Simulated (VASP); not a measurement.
# GdN (Fm-3m) in VASP: further runs

One crystal, GdN, is run at these levels: PBE+U; tasks: single point.

Everything below comes from runs of VASP 6.6.1. Logs are shortened: lines on timing, memory, paths and dates and some standing lists are left out, and cuts for length are marked.

### Step 1. Starting point

Symmetry: Fm-3m, No. 225, cubic system. Conventional cell: a = 5.170 Å, b = 5.170 Å, c = 5.170 Å, α = 90.00°, β = 90.00°, γ = 90.00°. Gd (site symmetry m-3m) has 6 N at 2.58 Å as nearest neighbours. Around N (site symmetry m-3m) lie 6 Gd at 2.58 Å.

The cell comes from a database or a generator and needn't be the stable form of this composition.

### Step 2. Single point, PBE+U, collinear spin, ferromagnetic start

Contents of INCAR:

```
SYSTEM = GdN
  PREC = Accurate
  ENCUT = 520
  EDIFF = 1E-6
  ISMEAR = -1
  SIGMA = 0.05
  LREAL = .False.
  LASPH = .True.
  NELM = 300
  ALGO = All
  ISIF = 2
  LWAVE = .False.
  LCHARG = .False.
  ISPIN = 2
  MAGMOM = 7 7 0 0
  LORBIT = 11
  LMAXMIX = 6
  LDAU = .True.
  LDAUTYPE = 2
  LDAUL = 3 -1
  LDAUU = 6 0
  LDAUJ = 0 0
  LDAUPRINT = 1
  GGA = PE
```

Contents of KPOINTS:

```
Automatic mesh
0
Gamma
  8 8 6
  0 0 0
```

Contents of POSCAR:

```
GdN
1.0
    2.5850000000     -2.5850000000      0.0000000000
    2.5850000000      2.5850000000      0.0000000000
    0.0000000000      0.0000000000      5.1700000000
Gd N
2 2
Direct
    0.0000000000      0.0000000000      0.0000000000
    0.5000000000      0.5000000000      0.5000000000
    0.5000000000      0.5000000000      0.0000000000
    0.0000000000      0.0000000000      0.5000000000
```

Potentials or basis: VASP PAW PBE potentials, release 64 (Gd, N).

On the command line:

```sh
cat potpaw_PBE.64/Gd/POTCAR potpaw_PBE.64/N/POTCAR > POTCAR
mpirun -np 1 vasp_std > vasp.out
```

OUTCAR:

```text
SYSTEM = GdN
   PREC = Accurate
   ENCUT = 520
   EDIFF = 1E-6
   ISMEAR = -1
   LREAL = .False.
   LASPH = .True.
   NELM = 300
   ISIF = 2
   ISPIN = 2
   LORBIT = 11
   GGA = PE

 ion  position               nearest neighbor table
   1  0.000  0.000  0.000-   3 2.58   4 2.58   4 2.58   3 2.58   3 2.58   3 2.58
   2  0.500  0.500  0.500-   3 2.58   4 2.58   3 2.58   4 2.58   4 2.58   4 2.58
   3  0.500  0.500  0.000-   1 2.58   2 2.58   2 2.58   1 2.58   1 2.58   1 2.58
   4  0.000  0.000  0.500-   1 2.58   2 2.58   1 2.58   2 2.58   2 2.58   2 2.58

  LATTYP: Found a simple tetragonal cell.
 ALAT       =     3.6557420587
 C/A-ratio  =     1.4142135624

  Lattice vectors:

 A1 = (   2.5850000000,  -2.5850000000,   0.0000000000)
 A2 = (   2.5850000000,   2.5850000000,   0.0000000000)
 A3 = (   0.0000000000,   0.0000000000,   5.1700000000)

Analysis of symmetry for initial positions (statically):
=====================================================================
 Subroutine PRICEL returns following result:

  LATTYP: Found a face centered cubic cell.
 ALAT       =     5.1700000000
[... 12 lines left out ...]
 Subroutine GETGRP returns: Found 16 space group operations
 (whereof 16 operations were pure point group operations)
 out of a pool of 16 trial point group operations.

The static configuration has the point symmetry D_4h.

Analysis of symmetry for dynamics (positions and initial velocities):
=====================================================================
 Subroutine PRICEL returns following result:

  LATTYP: Found a face centered cubic cell.
 ALAT       =     5.1700000000
[... 12 lines left out ...]
 Subroutine GETGRP returns: Found 16 space group operations
 (whereof 16 operations were pure point group operations)
 out of a pool of 16 trial point group operations.

The dynamic configuration has the point symmetry D_4h.

Analysis of structural, dynamic, and magnetic symmetry:
=====================================================================
 Subroutine PRICEL returns following result:

  LATTYP: Found a face centered cubic cell.
 ALAT       =     5.1700000000
[... 12 lines left out ...]
 Subroutine GETGRP returns: Found 16 space group operations
 (whereof 16 operations were pure point group operations)
 out of a pool of 16 trial point group operations.

The overall configuration has the point symmetry D_4h.

 Subroutine INISYM returns: Found 16 space group operations
 (whereof 16 operations are pure point group operations),
 and found     2 'primitive' translations

----------------------------------------------------------------------------------------

                                     Primitive cell

  volume of cell :      34.5471

  direct lattice vectors                    reciprocal lattice vectors
    -2.585000000  0.000000000 -2.585000000    -0.193423598  0.193423598 -0.193423598
     0.000000000 -2.585000000 -2.585000000     0.193423598 -0.193423598 -0.193423598
    -2.585000000 -2.585000000  0.000000000    -0.193423598 -0.193423598  0.193423598

[... 171 lines left out ...]

  0.9920  0.0000  0.0009  0.0000  0.0000 -0.0000 -0.0000
  0.0000  0.9898 -0.0000  0.0000  0.0000  0.0000  0.0000
  0.0009 -0.0000  0.9915  0.0000 -0.0000  0.0000 -0.0000
  0.0000  0.0000  0.0000  0.9927 -0.0000 -0.0000  0.0000
  0.0000  0.0000 -0.0000 -0.0000  0.9915  0.0000 -0.0009
 -0.0000  0.0000  0.0000 -0.0000  0.0000  0.9909  0.0000
 -0.0000  0.0000 -0.0000  0.0000 -0.0009  0.0000  0.9920

spin component  2

  0.0064  0.0000  0.0027 -0.0000  0.0000  0.0000 -0.0000
  0.0000  0.0003  0.0000 -0.0000  0.0000 -0.0000  0.0000
  0.0027  0.0000  0.0050 -0.0000 -0.0000  0.0000 -0.0000
 -0.0000 -0.0000 -0.0000  0.0085 -0.0000 -0.0000 -0.0000
  0.0000  0.0000 -0.0000 -0.0000  0.0050  0.0000 -0.0027
  0.0000 -0.0000  0.0000 -0.0000  0.0000  0.0029 -0.0000
 -0.0000  0.0000 -0.0000 -0.0000 -0.0027 -0.0000  0.0064

 occupancies and eigenvectors

  o =  0.0003  v =  0.0000  0.0000  0.0000  0.0000  0.0000  0.0000  0.0000 -0.0000  1.0000  0.0000 -0.0000 -0.0000 -0.0000 -0.0000      0.0000  0.0000  0.0000  0.0000  0.0000  0.0000  0.0000  0.0000  0.0000  0.0000  0.0000  0.0000  0.0000  0.0000
  o =  0.0029  v =  0.0000  0.0000  0.0000  0.0000  0.0000  0.0000  0.0000 -0.0000 -0.0000  0.0000 -0.0000 -0.0000 -1.0000 -0.0000      0.0000  0.0000  0.0000  0.0000  0.0000  0.0000  0.0000  0.0000  0.0000  0.0000  0.0000  0.0000  0.0000  0.0000
  o =  0.0029  v =  0.0000  0.0000  0.0000  0.0000  0.0000  0.0000  0.0000  0.0003  0.0000 -0.0004 -0.0000  0.7908 -0.0000  0.6120      0.0000  0.0000  0.0000  0.0000  0.0000  0.0000  0.0000  0.0000  0.0000  0.0000  0.0000  0.0000  0.0000  0.0000
  o =  0.0029  v =  0.0000  0.0000  0.0000  0.0000  0.0000  0.0000  0.0000  0.6120 -0.0000 -0.7908  0.0000 -0.0004 -0.0000 -0.0003      0.0000  0.0000  0.0000  0.0000  0.0000  0.0000  0.0000  0.0000  0.0000  0.0000  0.0000  0.0000  0.0000  0.0000
  o =  0.0085  v =  0.0000  0.0000  0.0000  0.0000  0.0000  0.0000  0.0000  0.0000  0.0000  0.0000  1.0000 -0.0000 -0.0000  0.0000      0.0000  0.0000  0.0000  0.0000  0.0000  0.0000  0.0000  0.0000  0.0000  0.0000  0.0000  0.0000  0.0000  0.0000
  o =  0.0085  v =  0.0000  0.0000  0.0000  0.0000  0.0000  0.0000  0.0000  0.0104 -0.0000  0.0081 -0.0000 -0.6120 -0.0000  0.7908      0.0000  0.0000  0.0000  0.0000  0.0000  0.0000  0.0000  0.0000  0.0000  0.0000  0.0000  0.0000  0.0000  0.0000
  o =  0.0085  v =  0.0000  0.0000  0.0000  0.0000  0.0000  0.0000  0.0000 -0.7908 -0.0000 -0.6120  0.0000 -0.0081 -0.0000  0.0104      0.0000  0.0000  0.0000  0.0000  0.0000  0.0000  0.0000  0.0000  0.0000  0.0000  0.0000  0.0000  0.0000  0.0000
  o =  0.9898  v =  0.0000  1.0000 -0.0000 -0.0000 -0.0000 -0.0000  0.0000  0.0000  0.0000  0.0000  0.0000  0.0000  0.0000  0.0000      0.0000  0.0000  0.0000  0.0000  0.0000  0.0000  0.0000  0.0000  0.0000  0.0000  0.0000  0.0000  0.0000  0.0000
  o =  0.9909  v =  0.0000  0.0000 -0.0000  0.0000  0.0000  1.0000  0.0000  0.0000  0.0000  0.0000  0.0000  0.0000  0.0000  0.0000      0.0000  0.0000  0.0000  0.0000  0.0000  0.0000  0.0000  0.0000  0.0000  0.0000  0.0000  0.0000  0.0000  0.0000
  o =  0.9909  v =  0.6110 -0.0000 -0.7916 -0.0000  0.0007 -0.0000  0.0005  0.0000  0.0000  0.0000  0.0000  0.0000  0.0000  0.0000      0.0000  0.0000  0.0000  0.0000  0.0000  0.0000  0.0000  0.0000  0.0000  0.0000  0.0000  0.0000  0.0000  0.0000
  o =  0.9909  v = -0.0005  0.0000  0.0007 -0.0000  0.7916 -0.0000  0.6110  0.0000  0.0000  0.0000  0.0000  0.0000  0.0000  0.0000      0.0000  0.0000  0.0000  0.0000  0.0000  0.0000  0.0000  0.0000  0.0000  0.0000  0.0000  0.0000  0.0000  0.0000
  o =  0.9927  v = -0.0000 -0.0000  0.0000 -1.0000 -0.0000  0.0000  0.0000  0.0000  0.0000  0.0000  0.0000  0.0000  0.0000  0.0000      0.0000  0.0000  0.0000  0.0000  0.0000  0.0000  0.0000  0.0000  0.0000  0.0000  0.0000  0.0000  0.0000  0.0000
  o =  0.9927  v = -0.0000  0.0000 -0.0000 -0.0000  0.6110 -0.0000 -0.7916  0.0000  0.0000  0.0000  0.0000  0.0000  0.0000  0.0000      0.0000  0.0000  0.0000  0.0000  0.0000  0.0000  0.0000  0.0000  0.0000  0.0000  0.0000  0.0000  0.0000  0.0000
  o =  0.9927  v =  0.7916  0.0000  0.6110  0.0000  0.0000  0.0000 -0.0000  0.0000  0.0000  0.0000  0.0000  0.0000  0.0000  0.0000      0.0000  0.0000  0.0000  0.0000  0.0000  0.0000  0.0000  0.0000  0.0000  0.0000  0.0000  0.0000  0.0000  0.0000

 number of electron      46.0000023 magnetization      14.0000219

 Free energy of the ion-electron system (eV)
  ---------------------------------------------------
  ext. energy  EPLUGINS =         0.00000000
  ---------------------------------------------------
  free energy    TOTEN  =       -45.37635608 eV

  energy without entropy =      -45.37517829  energy(sigma->0) =      -45.37576718

 E-fermi :   3.2258     XC(G=0): -11.0211

 val. band max:        3.1930457266   @ k =   0.0000   0.0000   0.1667
 cond. band min:       3.3371005887   @ k =   0.0000   0.0000   0.0000
 fundamental gap:      0.1440548621
 Fermi energy:         3.2258018226

 spin component 1

 k-point     1 :       0.0000    0.0000    0.0000
  band No.  band energies     occupation
      1     -40.9424      1.00000
      2     -40.8705      1.00000
      3     -18.5944      1.00000
      4     -18.2274      1.00000
      5     -18.2274      1.00000
      6     -17.9935      1.00000
[... 1769 lines left out ...]
     33       9.0386      0.00000
     34       9.0386      0.00000

 [... further k-points ...]

------------------------ aborting loop because EDIFF is reached ----------------------------------------

  FORCE on cell =-STRESS in cart. coord.  units (eV):
  Direction    XX          YY          ZZ          XY          YZ          ZX
  --------------------------------------------------------------------------------------
  -------------------------------------------------------------------------------------
  Total       -5.0839544     -5.0839544     -5.0982908      0.0000000      0.0000000      0.0000000
  in kB     -117.8882699   -117.8882699   -118.2207077      0.0000000      0.0000000      0.0000000
  external PRESSURE =    -117.9990825 kB  Pullay stress =       0.0000000 kB

 VOLUME and BASIS-vectors are now :
 -----------------------------------------------------------------------------
  energy-cutoff  :      520.00
  volume of cell :       69.09
      direct lattice vectors                 reciprocal lattice vectors
     2.585000000 -2.585000000  0.000000000     0.193423598 -0.193423598  0.000000000
     2.585000000  2.585000000  0.000000000     0.193423598  0.193423598  0.000000000
     0.000000000  0.000000000  5.170000000     0.000000000  0.000000000  0.193423598

 POSITION                                       TOTAL-FORCE (eV/Angst)
 -----------------------------------------------------------------------------------
      0.00000      0.00000      0.00000         0.000000     -0.000000      0.000000
      2.58500      0.00000      2.58500         0.000000     -0.000000     -0.000000
      2.58500      0.00000      0.00000        -0.000000      0.000000      0.000000
      0.00000      0.00000      2.58500        -0.000000      0.000000      0.000000
 -----------------------------------------------------------------------------------
    total drift:                                0.000000      0.000000      0.000000

  FREE ENERGIE OF THE ION-ELECTRON SYSTEM (eV)
  ---------------------------------------------------
  free  energy   TOTEN  =       -45.3763560786 eV

  energy  without entropy=      -45.3751784901  energy(sigma->0) =      -45.37576728

 total charge

# of ion       s       p       d       f       tot
--------------------------------------------------
    1        2.029   5.649   0.483   6.968  15.130
    2        2.029   5.649   0.483   6.968  15.130
    3        1.245   2.337   0.000   0.000   3.581
    4        1.245   2.337   0.000   0.000   3.581
--------------------------------------------------
tot          6.548  15.971   0.966  13.937  37.422

 magnetization (x)

# of ion       s       p       d       f       tot
--------------------------------------------------
    1       -0.006  -0.087   0.066   6.901   6.873
    2       -0.006  -0.087   0.066   6.901   6.873
    3       -0.008  -0.101   0.000   0.000  -0.109
    4       -0.008  -0.101   0.000   0.000  -0.109
--------------------------------------------------
tot         -0.028  -0.378   0.132  13.802  13.528
```

Run time: 8.6 min. Hardware: 1 thread of Intel Xeon 6975P-C (Granite Rapids), shared host; peak memory 0.61 GiB.

Results:

```
Free energy                                           : -45.3764 eV
Pressure                                              : -11.8 GPa
Band gap on the k mesh                                : none (metal or under the smearing width)
Net moment                                            : 14.00 μB per cell
Site moments                                          : Gd +6.87; N -0.11 μB
Valence electrons inside the program's atomic spheres : Gd 15.13; N 3.58
```

Eigenvalues of the final occupation matrices:
```csv
site,spin,trace,eigenvalues
site 1 f,1,6.94,0.99 0.99 0.99 0.99 0.99 0.99 0.99
site 1 f,2,0.03,0.00 0.00 0.00 0.00 0.01 0.01 0.01
site 2 f,1,6.94,0.99 0.99 0.99 0.99 0.99 0.99 0.99
site 2 f,2,0.03,0.00 0.00 0.00 0.00 0.01 0.01 0.01
```

Caveat: spin-orbit coupling is left out, which moves the levels of the heavy elements.

(Part 1 of 2 ends here.)
